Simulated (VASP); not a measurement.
# SnTe (Fm-3m) in VASP: further runs

SnTe is run at these levels: PBE; tasks: single point, relaxation of cell and atoms.

All numbers are computed with VASP 6.6.1; they aren't measurements. Logs are shortened: lines on timing, memory, paths and dates and some standing lists are left out, and cuts for length are marked.

**Measured values to compare with.**

A printed reference work, textbook reports, for a bulk crystal of SnTe at 300 K: band gap 0.18 eV (direct).

How close the calculation comes is told below.

## 1. The cell of the first run

Symmetry: Fm-3m, No. 225, cubic system. Conventional cell: a = 6.313 Å, b = 6.313 Å, c = 6.313 Å, α = 90.00°, β = 90.00°, γ = 90.00°. Within 4.2 Å of Sn (site symmetry m-3m) lie 6 Te at 3.16 Å. Within 4.2 Å of Te (site symmetry m-3m) lie 6 Sn at 3.16 Å.

## 2. Single point, PBE

INCAR

```
PREC = Accurate ; ENCUT = 520
EDIFF = 1E-6 ; ISMEAR = 0
SIGMA = 0.1 ; LREAL = F
LASPH = T ; NELM = 60
ALGO = Normal ; ISIF = 2
LWAVE = F ; LCHARG = T
GGA = PE ; LELF = T
LVHAR = T ; NBANDS = 17
```

KPOINTS

```
Automatic mesh
0
Gamma
  6 6 6
```

POSCAR

```
SnTe
1.0
    0.0000000000      3.1565001000      3.1565001000
    3.1565001000      0.0000000000      3.1565001000
    3.1565001000      3.1565001000      0.0000000000
Sn Te
1 1
Direct
    0.0000000000      0.0000000000      0.0000000000
    0.5000000000      0.5000000000      0.5000000000
```

Potentials or basis: VASP PAW PBE potentials, release 64 (Sn_d, Te).

Command:

```bash
cat potpaw_PBE.64/Sn_d/POTCAR potpaw_PBE.64/Te/POTCAR > POTCAR
mpirun -np 1 vasp_std > vasp.out
```

OUTCAR:

```text
PREC = Accurate
   ENCUT = 520
   EDIFF = 1E-6
   ISMEAR = 0
   LREAL = F
   LASPH = T
   NELM = 60
   ISIF = 2
   GGA = PE

 ion  position               nearest neighbor table
   1  0.000  0.000  0.000-   2 3.16   2 3.16   2 3.16   2 3.16   2 3.16   2 3.16
   2  0.500  0.500  0.500-   1 3.16   1 3.16   1 3.16   1 3.16   1 3.16   1 3.16

  LATTYP: Found a face centered cubic cell.
 ALAT       =     6.3130002000

  Lattice vectors:

 A1 = (   0.0000000000,   3.1565001000,   3.1565001000)
 A2 = (   3.1565001000,   0.0000000000,   3.1565001000)
 A3 = (   3.1565001000,   3.1565001000,   0.0000000000)

Analysis of symmetry for initial positions (statically):
=====================================================================
 Subroutine PRICEL returns:
 Original cell was already a primitive cell.

 Routine SETGRP: Setting up the symmetry group for a
 face centered cubic supercell.

 Subroutine GETGRP returns: Found 48 space group operations
 (whereof 48 operations were pure point group operations)
 out of a pool of 48 trial point group operations.

The static configuration has the point symmetry O_h .

Analysis of symmetry for dynamics (positions and initial velocities):
=====================================================================
 Subroutine PRICEL returns:
 Original cell was already a primitive cell.

 Routine SETGRP: Setting up the symmetry group for a
 face centered cubic supercell.

 Subroutine GETGRP returns: Found 48 space group operations
 (whereof 48 operations were pure point group operations)
 out of a pool of 48 trial point group operations.

The dynamic configuration has the point symmetry O_h .

 Subroutine INISYM returns: Found 48 space group operations
 (whereof 48 operations are pure point group operations),
 and found     1 'primitive' translations

----------------------------------------------------------------------------------------

                                     Primitive cell

  volume of cell :      62.8995

  direct lattice vectors                    reciprocal lattice vectors
     0.000000000  3.156500100  3.156500100    -0.158403290  0.158403290  0.158403290
     3.156500100  0.000000000  3.156500100     0.158403290 -0.158403290  0.158403290
[... 70 lines left out ...]
   ISPIN  =      1    spin polarized calculation?
   LNONCOLLINEAR =      F non collinear calculations
   LSORBIT =      F    spin-orbit coupling
   LASPH  =      T    aspherical Exc in radial PAW
   ENCUT  =  520.0 eV  38.22 Ry    6.18 a.u.   8.30  8.30  8.30*2*pi/ulx,y,z
   NELM   =     60;   NELMIN=  2; NELMDL= -5     # of ELM steps
   EDIFF  = 0.1E-05   stopping-criterion for ELM
   LREAL  =      F    real-space projection
   EDIFFG = 0.1E-04   stopping-criterion for IOM
   NSW    =      0    number of steps for IOM
   IBRION =     -1    ionic relax: 0-MD 1-quasi-New 2-CG
   NFREE  =      0    steps in history (QN), initial steepest desc. (CG)
   ISIF   =      2    stress and relaxation
   ISYM   =      2    0-nonsym 1-usesym 2-fastsym
   POTIM  = 0.5000    time-step for ionic-motion
   TEBEG  =    0.0;   TEEND  =   0.0 temperature during run
   PSTRESS=    0.0 pullay stress
   NELECT =      20.0000    total number of electrons
   NUPDOWN=      -1.0000    fix difference up-down
   EMIN   =  10.00;   EMAX   =-10.00  energy-range for DOS
   EFERMI =   0.00;   METHOD = LEGACY
   ISMEAR =     0;   SIGMA  =   0.10  broadening in eV -4-tet -1-fermi 0-gaus
   EFERMI_NEDOS =   21; number of points for ismear=-14 and -15
   IALGO  =     38    algorithm
   IMIX   =      4    mixing-type and parameters
     AMIX     =   0.40;   BMIX     =  1.00
     AMIX_MAG =   1.60;   BMIX_MAG =  1.00
  volume/ion in A,a.u.               =      31.45       212.23
  Fermi-wavevector in a.u.,A,eV,Ry     =   1.117384  2.111549 16.987506  1.248546
  Thomas-Fermi vector in A             =   2.254006
   LORBIT       =      0    0 simple, 1 ext, 2 COOP (PROOUT), +10 PAW based schemes
   GGA     = PE    functional components
   LHFCALC =     F    Hartree Fock is set to
   AEXX    =    0.0000 exact exchange contribution
   IVDW    =     0    specifies the selected vdW correction
   LEPSILON=     F    determine dielectric tensor
   LRPA    =     F    only Hartree local field effects (RPA)
 non-spin polarized calculation
 Gauss-broadening in eV      SIGMA  =   0.10
  energy-cutoff  :      520.00
  volume of cell :       62.90
 maximum number of plane-waves:      1711
 NGX is ok and might be reduce to    36
   NGX = 17   NGY = 17   NGZ = 17

 number of electron      19.9999999 magnetization

 Free energy of the ion-electron system (eV)
  ---------------------------------------------------
  ext. energy  EPLUGINS =         0.00000000
  ---------------------------------------------------
  free energy    TOTEN  =        -7.54767586 eV

  energy without entropy =       -7.54590041  energy(sigma->0) =       -7.54678814

 E-fermi :   6.9417     XC(G=0):  -9.4743

 val. band max:        6.9013756904   @ k =   0.5000   0.0000   0.0000
 cond. band min:       6.9821110159   @ k =   0.5000   0.0000   0.0000
 fundamental gap:      0.0807353255
 Fermi energy:         6.9417427177

 k-point     1 :       0.0000    0.0000    0.0000
  band No.  band energies     occupation
      1     -15.0235      2.00000
      2     -15.0235      2.00000
      3     -15.0177      2.00000
      4     -15.0177      2.00000
      5     -15.0177      2.00000
      6      -5.8768      2.00000
[... 297 lines left out ...]
      4     -15.0108      2.00000
      5     -15.0071      2.00000
      6      -4.2466      2.00000
[... 9 lines left out ...]
     16      16.9502      0.00000
     17      18.1100      0.00000

------------------------ aborting loop because EDIFF is reached ----------------------------------------

  FORCE on cell =-STRESS in cart. coord.  units (eV):
  Direction    XX          YY          ZZ          XY          YZ          ZX
  --------------------------------------------------------------------------------------
  -------------------------------------------------------------------------------------
  Total        0.7682696      0.7682696      0.7682696     -0.0000000     -0.0000000     -0.0000000
  in kB       19.5693690     19.5693690     19.5693690     -0.0000000     -0.0000000     -0.0000000
  external PRESSURE =      19.5693690 kB  Pullay stress =       0.0000000 kB

 VOLUME and BASIS-vectors are now :
 -----------------------------------------------------------------------------
  energy-cutoff  :      520.00
  volume of cell :       62.90
      direct lattice vectors                 reciprocal lattice vectors
     0.000000000  3.156500100  3.156500100    -0.158403290  0.158403290  0.158403290
     3.156500100  0.000000000  3.156500100     0.158403290 -0.158403290  0.158403290
     3.156500100  3.156500100  0.000000000     0.158403290  0.158403290 -0.158403290

 POSITION                                       TOTAL-FORCE (eV/Angst)
 -----------------------------------------------------------------------------------
      0.00000      0.00000      0.00000         0.000000      0.000000     -0.000000
      3.15650      3.15650      3.15650        -0.000000     -0.000000      0.000000
 -----------------------------------------------------------------------------------
    total drift:                               -0.000000      0.000000      0.000000

  FREE ENERGIE OF THE ION-ELECTRON SYSTEM (eV)
  ---------------------------------------------------
  free  energy   TOTEN  =        -7.5476758639 eV

  energy  without entropy=       -7.5459004101  energy(sigma->0) =       -7.54678814
```

stdout:

```text
POSCAR found type information on POSCAR SnTe
 POSCAR found :  2 types and       2 ions
 scaLAPACK will be used
 LDA part: xc-table for (Slater+PW92), standard interpolation
 POSCAR, INCAR and KPOINTS ok, starting setup
 FFT: planning ... GRIDC
 FFT: planning ... GRID_SOFT
 FFT: planning ... GRID
 WAVECAR not read
 entering main loop
```

It took 8.3 s on 1 thread of Intel Xeon 6975P-C (Granite Rapids), shared host; peak memory 0.2 GiB.

Results:

* Free energy: -7.5477 eV
* Pressure: 2.0 GPa
* Band gap on the k mesh: 0.08 eV

Caveat: spin-orbit coupling is left out, which moves the levels of the heavy elements.

## 3. Single point, PBE

This run uses another cell than the first one, of 32.96 Å³/atom.

INCAR

```
PREC     = Accurate       # precision mode
ENCUT    = 520            # plane-wave cutoff, eV
EDIFF    = 1E-6           # SCF threshold, eV
ISMEAR   = 0              # smearing method
SIGMA    = 0.01           # smearing width, eV
LREAL    = False          # projectors in reciprocal space
LASPH    = True           # aspherical terms in the spheres
NELM     = 100            # most SCF steps
ALGO     = Normal         # electronic algorithm
ISIF     = 2              # what is computed and relaxed
LWAVE    = False          # write WAVECAR
LCHARG   = False          # write CHGCAR
GGA      = PE             # functional
NBANDS   = 17             # bands
```

KPOINTS

```
regular mesh
0
Gamma
  10 10 10
```

POSCAR

```
SnTe
1.0
    0.0000000000      3.2061701748      3.2061701748
    3.2061701748      0.0000000000      3.2061701748
    3.2061701748      3.2061701748      0.0000000000
Sn Te
1 1
Direct
    0.0000000000      0.0000000000      0.0000000000
    0.5000000000      0.5000000000      0.5000000000
```

Potentials or basis: VASP PAW PBE potentials, release 64 (Sn_d, Te).

Command:

```bash
cat potpaw_PBE.64/Sn_d/POTCAR potpaw_PBE.64/Te/POTCAR > POTCAR
mpirun -np 1 vasp_std > vasp.out
```

OUTCAR:

```text
PREC = Accurate
   ENCUT = 520
   EDIFF = 1E-6
   ISMEAR = 0
   LREAL = False
   LASPH = True
   NELM = 100
   ISIF = 2
   GGA = PE

 ion  position               nearest neighbor table
   1  0.000  0.000  0.000-   2 3.21   2 3.21   2 3.21   2 3.21   2 3.21   2 3.21
   2  0.500  0.500  0.500-   1 3.21   1 3.21   1 3.21   1 3.21   1 3.21   1 3.21

  LATTYP: Found a face centered cubic cell.
 ALAT       =     6.4123403496

  Lattice vectors:

 A1 = (   0.0000000000,   3.2061701748,   3.2061701748)
 A2 = (   3.2061701748,   0.0000000000,   3.2061701748)
 A3 = (   3.2061701748,   3.2061701748,   0.0000000000)

Analysis of symmetry for initial positions (statically):
=====================================================================
 Subroutine PRICEL returns:
 Original cell was already a primitive cell.

 Routine SETGRP: Setting up the symmetry group for a
 face centered cubic supercell.

 Subroutine GETGRP returns: Found 48 space group operations
 (whereof 48 operations were pure point group operations)
 out of a pool of 48 trial point group operations.

The static configuration has the point symmetry O_h .

Analysis of symmetry for dynamics (positions and initial velocities):
=====================================================================
 Subroutine PRICEL returns:
 Original cell was already a primitive cell.

 Routine SETGRP: Setting up the symmetry group for a
 face centered cubic supercell.

 Subroutine GETGRP returns: Found 48 space group operations
 (whereof 48 operations were pure point group operations)
 out of a pool of 48 trial point group operations.

The dynamic configuration has the point symmetry O_h .

 Subroutine INISYM returns: Found 48 space group operations
 (whereof 48 operations are pure point group operations),
 and found     1 'primitive' translations

----------------------------------------------------------------------------------------

[... 111 lines left out ...]
     AMIX     =   0.40;   BMIX     =  1.00
     AMIX_MAG =   1.60;   BMIX_MAG =  1.00
  volume/ion in A,a.u.               =      32.96       222.41
  Fermi-wavevector in a.u.,A,eV,Ry     =   1.100073  2.078837 16.465241  1.210161
  Thomas-Fermi vector in A             =   2.236478
   LORBIT       =      0    0 simple, 1 ext, 2 COOP (PROOUT), +10 PAW based schemes
   GGA     = PE    functional components
   LHFCALC =     F    Hartree Fock is set to
   AEXX    =    0.0000 exact exchange contribution
   IVDW    =     0    specifies the selected vdW correction
   LEPSILON=     F    determine dielectric tensor
   LRPA    =     F    only Hartree local field effects (RPA)
 non-spin polarized calculation
 Gauss-broadening in eV      SIGMA  =   0.01
  energy-cutoff  :      520.00
  volume of cell :       65.92
 maximum number of plane-waves:      1807
 NGX is ok and might be reduce to    36
   NGX = 17   NGY = 17   NGZ = 17

 number of electron      20.0000005 magnetization

 Free energy of the ion-electron system (eV)
  ---------------------------------------------------
  ext. energy  EPLUGINS =         0.00000000
  ---------------------------------------------------
  free energy    TOTEN  =        -7.56494529 eV

  energy without entropy =       -7.56494526  energy(sigma->0) =       -7.56494528

 E-fermi :   6.3376     XC(G=0):  -9.2607

 val. band max:        6.3102716842   @ k =   0.5000   0.0000   0.0000
 cond. band min:       6.3649692172   @ k =   0.5000   0.0000   0.0000
 fundamental gap:      0.0546975330
 Fermi energy:         6.3376202931

 k-point     1 :       0.0000    0.0000    0.0000
  band No.  band energies     occupation
      1     -15.5671      2.00000
      2     -15.5671      2.00000
      3     -15.5642      2.00000
      4     -15.5642      2.00000
      5     -15.5642      2.00000
      6      -6.1075      2.00000
[... 457 lines left out ...]
      4     -15.5577      2.00000
      5     -15.5574      2.00000
      6      -5.0362      2.00000
[... 9 lines left out ...]
     16      15.3937      0.00000
     17      15.8700      0.00000

 [... further k-points ...]

------------------------ aborting loop because EDIFF is reached ----------------------------------------

  FORCE on cell =-STRESS in cart. coord.  units (eV):
  Direction    XX          YY          ZZ          XY          YZ          ZX
  --------------------------------------------------------------------------------------
  -------------------------------------------------------------------------------------
  Total       -0.0386668     -0.0386668     -0.0386668      0.0000000     -0.0000000      0.0000000
  in kB       -0.9398504     -0.9398504     -0.9398504      0.0000000     -0.0000000      0.0000000
  external PRESSURE =      -0.9398504 kB  Pullay stress =       0.0000000 kB

 VOLUME and BASIS-vectors are now :
 -----------------------------------------------------------------------------
  energy-cutoff  :      520.00
  volume of cell :       65.92
      direct lattice vectors                 reciprocal lattice vectors
     0.000000000  3.206170175  3.206170175    -0.155949302  0.155949302  0.155949302
     3.206170175  0.000000000  3.206170175     0.155949302 -0.155949302  0.155949302
     3.206170175  3.206170175  0.000000000     0.155949302  0.155949302 -0.155949302

 POSITION                                       TOTAL-FORCE (eV/Angst)
 -----------------------------------------------------------------------------------
      0.00000      0.00000      0.00000        -0.000000     -0.000000      0.000000
      3.20617      3.20617      3.20617         0.000000      0.000000     -0.000000
 -----------------------------------------------------------------------------------
    total drift:                               -0.000000      0.000000      0.000000

  FREE ENERGIE OF THE ION-ELECTRON SYSTEM (eV)
  ---------------------------------------------------
  free  energy   TOTEN  =        -7.5649452882 eV

  energy  without entropy=       -7.5649452628  energy(sigma->0) =       -7.56494528
```

OSZICAR:

```text
N       E                     dE             d eps       ncg     rms          rms(c)
DAV:   1     0.125212372435E+03    0.12521E+03   -0.93809E+03  1622   0.130E+03
DAV:   2     0.415469740173E+01   -0.12106E+03   -0.11767E+03  1664   0.330E+02
DAV:   3    -0.728773260040E+01   -0.11442E+02   -0.11337E+02  2024   0.902E+01
DAV:   4    -0.761789174290E+01   -0.33016E+00   -0.32994E+00  1845   0.157E+01
DAV:   5    -0.763182146615E+01   -0.13930E-01   -0.13929E-01  2404   0.316E+00    0.400E+00
DAV:   6    -0.756285115276E+01    0.68970E-01   -0.16306E-01  2089   0.254E+00    0.249E+00
DAV:   7    -0.756395792768E+01   -0.11068E-02   -0.56607E-02  1853   0.108E+00    0.866E-01
DAV:   8    -0.756487828190E+01   -0.92035E-03   -0.73266E-03  1983   0.687E-01    0.157E-01
DAV:   9    -0.756492652163E+01   -0.48240E-04   -0.85143E-04  2334   0.263E-01    0.481E-02
DAV:  10    -0.756493802668E+01   -0.11505E-04   -0.12862E-04  2003   0.864E-02    0.196E-02
DAV:  11    -0.756494551432E+01   -0.74876E-05   -0.41920E-05  1973   0.458E-02    0.237E-02
DAV:  12    -0.756494528823E+01    0.22609E-06   -0.22875E-06  1895   0.817E-03
   1 F= -.75649453E+01 E0= -.75649453E+01  d E =-.254793E-07
```

stdout:

```text
POSCAR found type information on POSCAR SnTe
 POSCAR found :  2 types and       2 ions
 scaLAPACK will be used
 LDA part: xc-table for (Slater+PW92), standard interpolation
 POSCAR, INCAR and KPOINTS ok, starting setup
 FFT: planning ... GRIDC
 FFT: planning ... GRID_SOFT
 FFT: planning ... GRID
 WAVECAR not read
 entering main loop
```

Run time: 18 s. Hardware: 1 thread of Intel Xeon 6975P-C (Granite Rapids), shared host; peak memory 0.23 GiB.

Results:

* Free energy: -7.5649 eV
* Pressure: -0.1 GPa
* Band gap on the k mesh: 0.05 eV

Caveat: spin-orbit coupling is left out, which moves the levels of the heavy elements.

[end of part 1 of 2]
